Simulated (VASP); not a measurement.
Input of a VASP 6.6.1 run:

INCAR

```
PREC = Accurate
ENCUT = 600
EDIFF = 1E-7
ISMEAR = -1
SIGMA = 0.05
LREAL = False
LASPH = True
NELM = 100
ALGO = Fast
ISIF = 3
LWAVE = False
LCHARG = False
GGA = B5
ALDAX = 1.0
AGGAX = 1.0
AGGAC = 1.0
ALDAC = 0.0
IBRION = 2
NSW = 40
EDIFFG = -0.01
```

File KPOINTS:

```
regular mesh
0
Gamma
  7 7 7
```

File POSCAR:

```
TePb
1.0
    0.0000000000      3.2310000000      3.2310000000
    3.2310000000      0.0000000000      3.2310000000
    3.2310000000      3.2310000000      0.0000000000
Pb Te
1 1
Direct
    0.0000000000      0.0000000000      0.0000000000
    0.5000000000      0.5000000000      0.5000000000
```

Potentials or basis: VASP PAW PBE potentials, release 64 (Pb_d, Te).

The run is started by

```bash
$ cat potpaw_PBE.64/Pb_d/POTCAR potpaw_PBE.64/Te/POTCAR > POTCAR
$ mpirun -np 1 vasp_std > vasp.out
```

Question: What does it give for the space group after relaxing (to 0.05 Å)?

Answer: Fm-3m (No. 225).

Question: Predict the relaxed cell.

Answer: a = 4.767 Å, b = 4.767 Å, c = 4.767 Å, α = 60.00°, β = 60.00°, γ = 60.00°.

Question: What does it give for the relaxed volume?

Answer: 38.29 Å³/atom.

Final structure:
```yaml
crystal:
  lattice:
    - [0.00000, 3.37052, 3.37052]
    - [3.37052, 0.00000, 3.37052]
    - [3.37052, 3.37052, 0.00000]
  atoms:
    - { symbol: Pb, position: [0.00000, 0.00000, 0.00000] }
    - { symbol: Te, position: [0.50000, 0.50000, 0.50000] }
```

Caveat: the PAW data sets were made with another functional, which shifts forces and pressure a little; the volume moved by +14 % from the deposited cell, more than functionals usually miss. The run has no spin-orbit coupling, so splittings on Pb, Te are missing.
